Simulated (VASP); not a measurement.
# YN (Fm-3m) in VASP: a series of runs

Runs on YN. Level: PBE. Tasks: band structure.

Everything below comes from runs of VASP 6.6.1. Logs are shortened: lines on timing, memory, paths and dates and some standing lists are left out, and cuts for length are marked.

## 1. The structure

The structure is cubic, space group Fm-3m (No. 225). Conventional cell: a = 4.887 Å, b = 4.887 Å, c = 4.887 Å, α = 90.00°, β = 90.00°, γ = 90.00°. Y (site symmetry m-3m) has 6 N at 2.44 Å as nearest neighbours. N (site symmetry m-3m) has 6 Y at 2.44 Å as nearest neighbours.

The cell was built by a generator and needn't be a form met in nature.

## 2. Band structure, PBE, non-collinear spin, zero start, spin-orbit coupling

INCAR reads:

```
SYSTEM = YN
ALGO = Normal ; EDIFF = 1E-6
ENCUT = 520 ; GGA = PE
GGA_COMPAT = .False. ; ISIF = 2
ISMEAR = 0 ; KPAR = 4
LASPH = .True. ; LCHARG = .False.
LMAXMIX = 4 ; LORBIT = 11
LREAL = .False. ; LSORBIT = .True.
LWAVE = .False. ; MAGMOM = 0 0 0 0 0 0
NBANDS = 28 ; NELM = 80
PREC = Accurate ; SIGMA = 0.02
```

KPOINTS reads:

```
k-points
0
Gamma
  10 10 10
  0 0 0
```

POSCAR reads:

```
YN                                      
1.0
   -0.0000000000      2.4434190361      2.4434190361
    2.4434190361     -0.0000000000      2.4434190361
    2.4434190361      2.4434190361     -0.0000000000
  Y               N             
     1     1
Direct
     0.0000000000000000    0.0000000000000000    0.0000000000000000
     0.5000000000000000    0.5000000000000000    0.5000000000000000
```

KPOINTS_OPT reads:

```
path GXWKGLUWLK,UX
10
line-mode
reciprocal
 0.0000000000  0.0000000000  0.0000000000  G
 0.5000000000  0.0000000000  0.5000000000  X

 0.5000000000  0.0000000000  0.5000000000  X
 0.5000000000  0.2500000000  0.7500000000  W

 0.5000000000  0.2500000000  0.7500000000  W
 0.3750000000  0.3750000000  0.7500000000  K

 0.3750000000  0.3750000000  0.7500000000  K
 0.0000000000  0.0000000000  0.0000000000  G

 0.0000000000  0.0000000000  0.0000000000  G
 0.5000000000  0.5000000000  0.5000000000  L

 0.5000000000  0.5000000000  0.5000000000  L
 0.6250000000  0.2500000000  0.6250000000  U

 0.6250000000  0.2500000000  0.6250000000  U
 0.5000000000  0.2500000000  0.7500000000  W

 0.5000000000  0.2500000000  0.7500000000  W
 0.5000000000  0.5000000000  0.5000000000  L

 0.5000000000  0.5000000000  0.5000000000  L
 0.3750000000  0.3750000000  0.7500000000  K

 0.6250000000  0.2500000000  0.6250000000  U
 0.5000000000  0.0000000000  0.5000000000  X
```

Potentials or basis: VASP PAW PBE potentials, release 64 (Y_sv, N).

The run is started by

```console
> cat potpaw_PBE.64/Y_sv/POTCAR potpaw_PBE.64/N/POTCAR > POTCAR
> mpirun -np 4 vasp_ncl > vasp.out
```

OUTCAR:

```text
SYSTEM = YN
   EDIFF = 1E-6
   ENCUT = 520
   GGA = PE
   ISIF = 2
   ISMEAR = 0
   LASPH = .True.
   LORBIT = 11
   LREAL = .False.
   LSORBIT = .True.
   NELM = 80
   PREC = Accurate

 ion  position               nearest neighbor table
   1  0.000  0.000  0.000-   2 2.44   2 2.44   2 2.44   2 2.44   2 2.44   2 2.44
   2  0.500  0.500  0.500-   1 2.44   1 2.44   1 2.44   1 2.44   1 2.44   1 2.44

  LATTYP: Found a face centered cubic cell.
 ALAT       =     4.8868380722

  Lattice vectors:

 A1 = (   0.0000000000,   2.4434190361,   2.4434190361)
 A2 = (   2.4434190361,   0.0000000000,   2.4434190361)
 A3 = (   2.4434190361,   2.4434190361,   0.0000000000)

Analysis of symmetry for initial positions (statically):
=====================================================================
 Subroutine PRICEL returns:
 Original cell was already a primitive cell.

 Routine SETGRP: Setting up the symmetry group for a
 face centered cubic supercell.

 Subroutine GETGRP returns: Found 48 space group operations
 (whereof 48 operations were pure point group operations)
 out of a pool of 48 trial point group operations.

The static configuration has the point symmetry O_h .

Analysis of symmetry for dynamics (positions and initial velocities):
=====================================================================
 Subroutine PRICEL returns:
 Original cell was already a primitive cell.

 Routine SETGRP: Setting up the symmetry group for a
 face centered cubic supercell.

 Subroutine GETGRP returns: Found 48 space group operations
 (whereof 48 operations were pure point group operations)
 out of a pool of 48 trial point group operations.

The dynamic configuration has the point symmetry O_h .

Analysis of structural, dynamic, and magnetic symmetry:
=====================================================================
 Subroutine PRICEL returns:
 Original cell was already a primitive cell.

 Routine SETGRP: Setting up the symmetry group for a
 face centered cubic supercell.

 Subroutine GETGRP returns: Found 48 space group operations
 (whereof 48 operations were pure point group operations)
 out of a pool of 48 trial point group operations.
[... 914 lines left out ...]
  in kB       17.4734559     17.4734559     17.4734559      0.0000000      0.0000000      0.0000000
  external PRESSURE =      17.4734559 kB  Pullay stress =       0.0000000 kB

 VOLUME and BASIS-vectors are now :
 -----------------------------------------------------------------------------
  energy-cutoff  :      520.00
  volume of cell :       29.18
      direct lattice vectors                 reciprocal lattice vectors
     0.000000000  2.443419036  2.443419036    -0.204631294  0.204631294  0.204631294
     2.443419036  0.000000000  2.443419036     0.204631294 -0.204631294  0.204631294
     2.443419036  2.443419036  0.000000000     0.204631294  0.204631294 -0.204631294

 POSITION                                       TOTAL-FORCE (eV/Angst)
 -----------------------------------------------------------------------------------
      0.00000      0.00000      0.00000        -0.000000     -0.000000      0.000000
      2.44342      2.44342      2.44342         0.000000      0.000000     -0.000000
 -----------------------------------------------------------------------------------
    total drift:                                0.000000      0.000000      0.000000

  FREE ENERGIE OF THE ION-ELECTRON SYSTEM (eV)
  ---------------------------------------------------
  free  energy   TOTEN  =       -18.2739379860 eV

  energy  without entropy=      -18.2739379860  energy(sigma->0) =      -18.27393799

 Spin-Orbit-Coupling matrix elements

 Ion:    1  E_soc:     -0.0939400
 l=   1
     0.0000000    -0.0155294    -0.0155294
    -0.0155294     0.0000000    -0.0155294
    -0.0155294    -0.0155294     0.0000000
 l=   2
     0.0000000    -0.0000194     0.0000000    -0.0000194    -0.0001078
    -0.0000194     0.0000000    -0.0000809    -0.0000194    -0.0000270
     0.0000000    -0.0000809     0.0000000    -0.0000809     0.0000000
    -0.0000194    -0.0000194    -0.0000809     0.0000000    -0.0000270
    -0.0001078    -0.0000270     0.0000000    -0.0000270     0.0000000
 l=   3
     0.0000000     0.0000000     0.0000000     0.0000000     0.0000000     0.0000000     0.0000000
     0.0000000     0.0000000     0.0000000     0.0000000     0.0000000     0.0000000     0.0000000
     0.0000000     0.0000000     0.0000000     0.0000000     0.0000000     0.0000000     0.0000000
     0.0000000     0.0000000     0.0000000     0.0000000     0.0000000     0.0000000     0.0000000
     0.0000000     0.0000000     0.0000000     0.0000000     0.0000000     0.0000000     0.0000000
     0.0000000     0.0000000     0.0000000     0.0000000     0.0000000     0.0000000     0.0000000
     0.0000000     0.0000000     0.0000000     0.0000000     0.0000000     0.0000000     0.0000000

 Ion:    2  E_soc:     -0.0001555
 l=   1
     0.0000000    -0.0000259    -0.0000259
    -0.0000259     0.0000000    -0.0000259
    -0.0000259    -0.0000259     0.0000000
 l=   2
     0.0000000     0.0000000     0.0000000     0.0000000     0.0000000
     0.0000000     0.0000000     0.0000000     0.0000000     0.0000000
     0.0000000     0.0000000     0.0000000     0.0000000     0.0000000
     0.0000000     0.0000000     0.0000000     0.0000000     0.0000000
     0.0000000     0.0000000     0.0000000     0.0000000     0.0000000
 l=   3
     0.0000000     0.0000000     0.0000000     0.0000000     0.0000000     0.0000000     0.0000000
     0.0000000     0.0000000     0.0000000     0.0000000     0.0000000     0.0000000     0.0000000
     0.0000000     0.0000000     0.0000000     0.0000000     0.0000000     0.0000000     0.0000000
     0.0000000     0.0000000     0.0000000     0.0000000     0.0000000     0.0000000     0.0000000
     0.0000000     0.0000000     0.0000000     0.0000000     0.0000000     0.0000000     0.0000000
     0.0000000     0.0000000     0.0000000     0.0000000     0.0000000     0.0000000     0.0000000
     0.0000000     0.0000000     0.0000000     0.0000000     0.0000000     0.0000000     0.0000000

 total charge

# of ion       s       p       d       f       tot
--------------------------------------------------
    1        2.194   6.547   1.065   0.094   9.900
    2        1.245   2.414   0.000   0.000   3.659
--------------------------------------------------
tot          3.439   8.961   1.065   0.094  13.558

 magnetization (x)

# of ion       s       p       d       f       tot
--------------------------------------------------
    1       -0.000   0.000  -0.000   0.000  -0.000
    2       -0.000  -0.000   0.000   0.000  -0.000
--------------------------------------------------
tot         -0.000  -0.000  -0.000   0.000  -0.000

 magnetization (y)

# of ion       s       p       d       f       tot
--------------------------------------------------
    1        0.000   0.000  -0.000   0.000   0.000
    2       -0.000   0.000   0.000   0.000  -0.000
--------------------------------------------------
tot          0.000   0.000  -0.000   0.000   0.000

 magnetization (z)

# of ion       s       p       d       f       tot
--------------------------------------------------
    1       -0.000   0.000   0.000   0.000  -0.000
    2        0.000  -0.000   0.000   0.000  -0.000
--------------------------------------------------
tot         -0.000  -0.000   0.000   0.000  -0.000
```

stdout:

```text
POSCAR found type information on POSCAR Y N
 POSCAR found :  2 types and       2 ions
 scaLAPACK will be used
 LDA part: xc-table for (Slater+PW92), standard interpolation
 POSCAR, INCAR and KPOINTS ok, starting setup
 FFT: planning ... GRIDC
 FFT: planning ... GRID_SOFT
 FFT: planning ... GRID
 WAVECAR not read
 entering main loop
 Start KPOINTS_OPT (optional k-point list driver)
k-point batch [1-47\100]
k-point batch [48-94\100]
k-point batch [95-100\100]
```

It took 88 s on 4 MPI ranks of Intel Xeon Platinum 8259CL at 2.50GHz (Skylake/Cascade Lake), shared host; peak memory 0.3 GiB.

Results:

- Free energy: -18.2739 eV
- Pressure: 1.7 GPa
- Net moment: 0.00 μB per cell
- Valence electrons inside the program's atomic spheres: Y 9.90; N 3.66

Moments on the atoms (μB; x, y, z):
```
Y   0.00 0.00 0.00
N   0.00 0.00 0.00
```

## 3. Band structure, PBE

INCAR reads:

```
SYSTEM = YN
ALGO = Normal ; EDIFF = 1E-6
ENCUT = 520 ; GGA = PE
ISIF = 2 ; ISMEAR = 0
KPAR = 4 ; LASPH = .True.
LCHARG = .False. ; LMAXMIX = 4
LREAL = .False. ; LWAVE = .False.
NBANDS = 15 ; NELM = 80
PREC = Accurate ; SIGMA = 0.02
```

KPOINTS is that of step 2.

POSCAR is that of step 2.

KPOINTS_OPT is that of step 2.

Potentials or basis: VASP PAW PBE potentials, release 64 (Y_sv, N).

The run is started by

```console
> cat potpaw_PBE.64/Y_sv/POTCAR potpaw_PBE.64/N/POTCAR > POTCAR
> mpirun -np 4 vasp_std > vasp.out
```

Run time: 22 s. Hardware: 4 MPI ranks of Intel Xeon Platinum 8259CL at 2.50GHz (Skylake/Cascade Lake), shared host; peak memory 0.17 GiB.

The run converged. Its results:

| Item | Value |
| --- | --- |
| Free energy | -18.2268 eV |
| Pressure | 1.8 GPa |
| Band gap on the k mesh | 0.19 eV, indirect (least direct gap 0.57 eV) |
| Band gap along the path | 0.19 eV, indirect (least direct gap 0.57 eV) |

Levels at the corners of the path, in eV from the valence-band top:
| point | band 5 | band 6 | band 7 | band 8 | band 9 | band 10 | band 11 | band 12 |
| --- | --- | --- | --- | --- | --- | --- | --- | --- |
| Γ | -12.92 | 0.00 | 0.00 | 0.00 | 3.14 | 3.14 | 3.14 | 4.17 |
| X | -12.48 | -1.50 | -0.39 | -0.39 | 0.19 | 6.86 | 7.24 | 7.92 |
| X | -12.48 | -1.50 | -0.39 | -0.39 | 0.19 | 6.86 | 7.24 | 7.92 |
| W | -11.99 | -2.15 | -1.54 | -1.54 | 4.01 | 4.01 | 7.31 | 7.93 |
| W | -11.99 | -2.15 | -1.54 | -1.54 | 4.01 | 4.01 | 7.31 | 7.93 |
| K | -12.02 | -2.19 | -1.59 | -1.31 | 2.46 | 6.27 | 7.05 | 7.73 |
| K | -12.02 | -2.19 | -1.59 | -1.31 | 2.46 | 6.27 | 7.05 | 7.73 |
| Γ | -12.92 | 0.00 | 0.00 | 0.00 | 3.14 | 3.14 | 3.14 | 4.17 |
| Γ | -12.92 | 0.00 | 0.00 | 0.00 | 3.14 | 3.14 | 3.14 | 4.17 |
| L | -11.15 | -4.08 | -2.25 | -2.25 | 5.71 | 6.38 | 6.38 | 6.74 |
| L | -11.15 | -4.08 | -2.25 | -2.25 | 5.71 | 6.38 | 6.38 | 6.74 |
| U | -12.02 | -2.19 | -1.59 | -1.31 | 2.46 | 6.27 | 7.05 | 7.73 |
| U | -12.02 | -2.19 | -1.59 | -1.31 | 2.46 | 6.27 | 7.05 | 7.73 |
| W | -11.99 | -2.15 | -1.54 | -1.54 | 4.01 | 4.01 | 7.31 | 7.93 |
| W | -11.99 | -2.15 | -1.54 | -1.54 | 4.01 | 4.01 | 7.31 | 7.93 |
| L | -11.15 | -4.08 | -2.25 | -2.25 | 5.71 | 6.38 | 6.38 | 6.74 |
| L | -11.15 | -4.08 | -2.25 | -2.25 | 5.71 | 6.38 | 6.38 | 6.74 |
| K | -12.02 | -2.19 | -1.59 | -1.31 | 2.46 | 6.27 | 7.05 | 7.73 |
| U | -12.02 | -2.19 | -1.59 | -1.31 | 2.46 | 6.27 | 7.05 | 7.73 |
| X | -12.48 | -1.50 | -0.39 | -0.39 | 0.19 | 6.86 | 7.24 | 7.92 |
